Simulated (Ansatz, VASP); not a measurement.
## BaTiO3: energy against volume and a worked fit

```yaml
crystal:
  lattice:
    - [4.00600, 0.00000, 0.00000]
    - [0.00000, 4.00600, 0.00000]
    - [0.00000, 0.00000, 4.00600]
  atoms:
    - { symbol: Ba, position: [0.50000, 0.50000, 0.50000] }
    - { symbol: Ti, position: [0.00000, 0.00000, 0.00000] }
    - { symbol: O, position: [0.00000, 0.00000, 0.50000] }
    - { symbol: O, position: [0.00000, 0.50000, 0.00000] }
    - { symbol: O, position: [0.50000, 0.00000, 0.00000] }
```

The cell was scaled at fixed shape and fractions and run with Ansatz, all-electron LAPW, scalar-relativistic; PBE, k mesh 7 × 7 × 7 on the cell of 5 atoms, fermi-dirac occupations of 0.05 eV, no spin polarisation, no spin-orbit coupling. Energies are those that the program minimises, any entropy of the smearing included.

```csv
V (Å³/atom),energy over the lowest row (meV/atom)
12.0862,35.53
12.3434,17.14
12.6005,5.54
12.8577,?
13.1148,0.00
13.3720,4.87
13.6291,14.13
```

Q: Fit the third-order Birch-Murnaghan form, give V0, B0 and B′, and predict the energy left open.

A: With y = (V0/V)^(2/3), E = E0 + (9 V0 B0/16) [(y - 1)³ B′ + (y - 1)² (6 - 4y)]. Least squares through the rows shown give V0 = 12.9870 Å³/atom, E0 = -0.63 meV, B0 = 162.7 GPa (1 eV/Å³ = 160.218 GPa) and B′ = 4.47, with a largest miss of 0.01 meV. At V = 12.8577 the form with these constants gives 0.04 meV; the run gave 0.04 meV an atom. Other set-ups at this level, from all their volumes (Å³/atom, GPa): Ansatz, Ansatz PAW (earlier soft set): V0 12.988, B0 162.7; VASP, PBE PAW files Ba_sv, O, Ti_sv, 520 eV: V0 13.135, B0 160.8. Measured volume: 12.89 Å³/atom (pmc:7004307, doi:10.1371/journal.pone.0228644), so the fit lies +0.8 % from it. The runs are for a static lattice.

The curve stiffens under compression, as the positive B′ shows. In this largely ionic perovskite with partly covalent Ti–O bonds, the short-range repulsion between overlapping closed shells rises faster than the electrostatic and covalent attraction as the ions approach. The omitted energy is reproduced well, but it lies close to the minimum, where the curvature dominates, so it hardly tests B′.

The equilibrium volume slightly above the measured one fits PBE's usual underbinding of oxides. The size of that excess is less certain, since the VASP volume is larger still and the gap between the codes exceeds the fit's own distance from experiment; differences in the atomic data sets or basis probably contribute. The bulk moduli from the two codes differ by about 1 %.

Because scaling at fixed fractions keeps Ti at the centre of its octahedron, the constants describe the cubic paraelectric structure. They do not show whether it is stable against the polar Ti displacement known for BaTiO3, which is favoured by Ti 3d–O 2p hybridisation and grows with volume.
